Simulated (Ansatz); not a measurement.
## Property card for Rh

Computed with DFT PBEsol, scalar-relativistic, plane waves, PAW in Ansatz.

Cutoff 420 eV; k points 18×18×6 on the computed 4-atom cell (Γ-centred); Gaussian smearing, width 0.10 eV; no spin polarisation.

The structure is relaxed at this level of theory with its symmetry kept. This form isn't the element's structure at ambient conditions.

Space group P6_3/mmc (No. 194). a = 2.675 Å, b = 2.675 Å, c = 8.727 Å, α = 90.00°, β = 90.00°, γ = 120.00°
| atom | site | symmetry | x | y | z |
| --- | --- | --- | --- | --- | --- |
| Rh | 2a | -3m. | 0.0000 | 0.0000 | 0.0000 |
| Rh | 2c | -6m2 | 0.3333 | 0.6667 | 0.2500 |

* Space group: P6_3/mmc (No. 194)
* Volume per atom: 13.52 Å³
* Formation energy from the elements' standard states (uncorrected): +0.020 eV/atom
* Kohn–Sham band gap: none (metal)
* Density of states at the Fermi level: 5.58 states/eV per cell
* Löwdin character within 0.5 eV of the Fermi level: Rh 4d 96 %
* Bulk modulus: 295 GPa
* Its pressure derivative: 5.1
* Bader charges (e): Rh (2 in the cell) 0.01, Rh (2 in the cell) -0.01